How much does a crystal swell or shrink when only the density functional is changed, and can the answer be guessed by hand? For rutile TiO2 the table compares five gradient-corrected functionals, each with its own D3(BJ) dispersion correction. The volume change is counted from the same supplied cell in every row. A positive value means that the relaxed cell is larger than the supplied one.

Relaxations of cell and atomic positions for rutile TiO2 (6-atom cell) with VASP 6.6.1, using non-spin-polarised plane-wave DFT with D3(BJ) dispersion. All rows use the recommended PBE PAW potentials (Ti_sv, O), a 600 eV cutoff, a 6 × 6 × 9 k mesh and Fermi-Dirac smearing of 0.05 eV. Volume changes are relative to the supplied cell.

```
functional  volume change (%)  relaxed length a (Å)  relaxed length c (Å)
       PBE              0.350                 4.609               2.95780
    PBEsol             -2.390                 4.566               2.93210
    revPBE              0.190                 4.604               2.95890
      RPBE             -4.500                 4.515               2.93330
      BLYP              0.810                 4.611               2.96930
```

PBE, revPBE and BLYP stay within 1 % of the supplied volume, whereas PBEsol contracts by 2.4 % and RPBE by 4.5 %. The RPBE result looks odd at first, because RPBE without dispersion is known for giving large lattices. The oddity goes away once each row is read as the balance of two opposing effects, an expansion set by the functional and a squeeze set by the dispersion correction.

**The expansion**

The first effect comes from the exchange energy. When atoms move apart, the electron density between them thins out and varies more strongly relative to its size. A functional that rewards such variation more strongly makes stretched bonds cheaper, and the lattice grows. PBEsol has a weak gradient dependence and gives short lattices, PBE lies in the middle, and revPBE and RPBE, with stronger gradient terms, give long ones. BLYP is built differently but also belongs with the long lattices.

This well-known order can be put into a grade $g$: 0 for PBEsol, 1 for PBE, and 2 for revPBE, RPBE and BLYP. Grade 0 carries the assumption that PBEsol without dispersion would end close to the supplied cell. The table has no dispersion-free relaxation to confirm this.

The grade matters even when dispersion hardly changes. PBE and PBEsol have similar dispersion energies, 1.5 and 1.3 eV per cell in size, yet their volume changes differ by 2.7 percentage points. Most of that difference is expected to come from the functionals themselves, although the two corrections are also damped differently.

**The squeeze**

The second effect is an attraction between all pairs of atoms, which becomes stronger as the cell shrinks. Let $E_\mathrm{disp}$ be the dispersion energy of the cell and $V$ its volume, and let the size of this energy vary as $V^{-m}$. The attraction then acts like an inward pressure

$$P=\frac{m\,|E_\mathrm{disp}|}{V}.$$

A solid with bulk modulus $B$ yields to a small pressure by the fraction $P/B$, so that

$$\frac{\Delta V}{V}\approx-\frac{m\,|E_\mathrm{disp}|}{BV}.$$

The contraction is therefore proportional to the dispersion energy and inversely proportional to the stiffness $BV$ of the cell.

The relaxations themselves give a rough value for this stiffness. Near its minimum the energy of a cell rises as $\tfrac12 BV(\Delta V/V)^2$, and the energy gained in the RPBE and PBEsol relaxations leads to $BV$ of about 90 eV. The gain also includes changes of shape and atomic positions, so this value is probably somewhat high.

For a pure $r^{-6}$ attraction $m$ is 2, because $r^6$ grows as the square of the volume. With the stiffness just found, each electronvolt of dispersion energy should then shrink the cell by about 2.2 %. The D3(BJ) form differs from this in two ways. It adds a steeper $r^{-8}$ term, which by itself would strengthen the pull, and it damps both terms, so that at short distances the energy levels off instead of growing without limit. In a dense oxide the damping is expected to win, and the contraction per electronvolt should then be smaller than the undamped estimate.

The clearest comparison in the table is that of revPBE with RPBE. Their exchange is similar and their correlation is the same, so their lattices without dispersion should be nearly equal. With dispersion, RPBE ends 4.7 percentage points lower in volume, and its dispersion energy is larger by 3.5 eV. That is a squeeze of about 1.3 % per electronvolt, below the undamped estimate, as expected if the damping wins.

**Why RPBE stands apart**

A D3 correction is adjusted to its functional. A functional that binds too weakly usually needs more added attraction, so expansion and squeeze tend to rise together. This would explain why revPBE and BLYP end up close to PBE here, although their lattices without dispersion should be longer. Closeness to the supplied volume in these rows then reflects a balance of two sizeable effects and is poor evidence that either of them is right.

RPBE breaks the balance. Its dispersion energy is 6.4 eV per cell, against 2.9 eV for revPBE. D3 uses the same $r^{-6}$ coefficients for every functional, so the excess has to come mainly from the functional-specific part of the correction. (The coefficients themselves rest largely on neutral reference systems and may overstate the attraction of Ti⁴⁺ ions, in every row.) The usual RPBE parameters are known to damp weakly at short range, and in a dense oxide with Ti–O contacts of 1.95 Å many pairs lie in just that range. This explanation is well supported by the form of the method, but no run with a different damping tests it.

**The rule and two estimates**

Adding the two effects gives a rule that can be used on paper:

$$\text{volume change in \%}\approx 2.5\,g-1.5\,|E_\mathrm{disp}|,$$

with $E_\mathrm{disp}$ in eV for the cell of six atoms. Its two constants are rounded from a least-squares fit to all five rows. The dispersion energy has to be known; it is a sum over atom pairs that needs no electronic-structure calculation, and programs print it separately. The values used here belong to the relaxed cells. Taken at the supplied cell, the RPBE value should be somewhat smaller in size, and the rule would then give a weaker contraction.

For RPBE the grade is 2, so the functional alone would expand the cell by $2.5\times2=5$ %. The dispersion energy of 6.4 eV takes away $1.5\times6.4=9.6$ %. The estimate is a contraction of 4.6 %, and the calculation gives 4.5 %.

BLYP has the same grade and hence the same expansion of 5 %. Its dispersion energy of 3.2 eV removes $1.5\times3.2=4.8$ %, which leaves an expansion of 0.2 %. The calculation gives 0.8 %, the largest miss in the table. Two large contributions nearly cancel here, so a modest error in either one shows up fully in the small remainder.

**How far the rule can be trusted**

Over the five rows the rule misses by 0.4 percentage points in the root mean square. Both worked rows were part of the fit, so their agreement is a description and not a prediction. A harder trial is to fit the same form to the other four rows and then predict RPBE. This gives a contraction of 5.3 % instead of 4.5 %: the strong shrinkage is reproduced, but its size is overstated. The RPBE result was known when the rule was set up, so this is a check and not a blind prediction. The four-row fit is also fragile: when each of its rows is estimated from the other three, the miss is 2.4 percentage points in the root mean square, so part of the agreement for RPBE may be luck.

The two constants are less certain than the small misses suggest. Without RPBE, grade and dispersion energy largely rise together, and a larger expansion per grade can be offset by a stronger squeeze. RPBE separates the two, so the constants lean heavily on this one row. The rule also assumes the same squeeze per electronvolt for every functional, although corrections of equal energy can pull differently when they are damped differently. They serve as working numbers for this cell and shouldn't be read as properties of TiO2. The printed analysis below gives both fits and the rule row by row.

The rule separates the strongly contracted cells from the others, but it can't rank PBE, revPBE and BLYP. Their computed volume changes span only 0.6 percentage points, which is about the size of the largest miss. In fact the rule puts revPBE highest and BLYP lowest of the three, the reverse of the computed order.

Nor does the rule give the cell edges. If a cell shrank evenly, each edge would change by a third of the volume change, which for RPBE is 1.5 %. Instead edge $a$ shortens by 1.8 % and edge $c$ by only 0.9 %. In PBEsol it is $c$ that shortens more, so no single correction for shape serves both rows.

For another functional of this kind on the same cell, the reasoning runs in the same order. First ask whether the functional by itself gives short, middling or long lattices, then look at the size of its dispersion energy. The two long-lattice functionals with about 3 eV per cell, revPBE and BLYP, stay near the supplied volume. The rule gives a strong contraction when that energy is twice as large, but only RPBE is there to support this. The name of the functional alone doesn't decide the outcome, because the correction that comes with it can reverse the sign of the change.

The analysis program printed:

```
fit of volume_change on 5 rows: coefficient of g 2.61 +/- 0.37, coefficient of D -1.528 +/- 0.17; rms 0.404, worst revPBE 0.617, leave-one-out rms 0.75
fit of volume_change on 4 rows (D < 5): coefficient of g 2.873 +/- 0.73, coefficient of D -1.715 +/- 0.46; rms 0.43, worst revPBE 0.603, leave-one-out rms 2.44
  rows outside the fit (model, value, miss): RPBE -5.27, -4.5, -0.77
Rule of thumb, volume change in %:
     row  dispersion energy size (eV per cell)  expansion part  dispersion part    rule  computed  rule less computed
     PBE                                 1.482             2.5           -2.223   0.277      0.35            -0.07298
  PBEsol                                 1.304               0           -1.956  -1.956     -2.39              0.4336
  revPBE                                 2.888               5           -4.333  0.6673      0.19              0.4773
    RPBE                                 6.424               5           -9.636  -4.636      -4.5             -0.1364
    BLYP                                 3.225               5           -4.837   0.163      0.81              -0.647
Rms miss of the rounded rule (percentage points): 0.4143
Largest miss of the rounded rule (percentage points): 0.647
Computed spread among PBE, revPBE and BLYP (percentage points): 0.62
RPBE less revPBE, volume change (percentage points): -4.69
Same pair, volume change per eV of extra dispersion energy (percentage points per eV): -1.326
PBE less PBEsol, volume change (percentage points): 2.74
Stiffness B*V from the RPBE relaxation (eV per cell): 90.08
Stiffness B*V from the PBEsol relaxation (eV per cell): 93.21
Squeeze expected for an undamped r^-6 sum (% per eV): 2.182
Edge changes in %:
     row   edge a    edge c  one third of volume change
     PBE      0.2  -0.04731                      0.1167
  PBEsol  -0.7348   -0.9158                     -0.7967
  revPBE  0.09131  -0.01014                     0.06333
    RPBE   -1.844   -0.8752                        -1.5
    BLYP   0.2435    0.3413                        0.27
```
